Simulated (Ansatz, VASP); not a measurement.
# Two plane-wave programs on ScAl3

```xyz
4
Lattice="4.0721 0.0000 0.0000 0.0000 4.0721 0.0000 0.0000 0.0000 4.0721" Properties=species:S:1:pos:R:3 pbc="T T T"
Sc    0.0000    0.0000    0.0000
Al    2.0361    0.0000    2.0361
Al    0.0000    2.0361    2.0361
Al    2.0361    2.0361    0.0000
```

Alike in both runs: functional PBEsol; k mesh 6 × 6 × 6; occupations fermi-dirac, width 0.1 eV; no spin polarisation.

Ansatz relaxed the structure, and its values are those at the end. VASP's run is a single point on that final structure, the one shown.

```csv
,VASP,Ansatz
version,VASP 6.6.1,Ansatz 0.2.0
potentials or method,"VASP PAW PBE potentials, release 64 (Sc_sv, Al)","plane waves, PAW"
plane-wave cutoff (eV),520,558
valence electrons in the cell,20,20
```

|  | VASP | Ansatz | Ansatz less VASP |
| --- | --- | --- | --- |
| pressure (GPa) | 0.1 | 0.0 | -0.11 |

Caveats: the PAW data sets were made with another functional, which shifts forces and pressure a little (VASP).
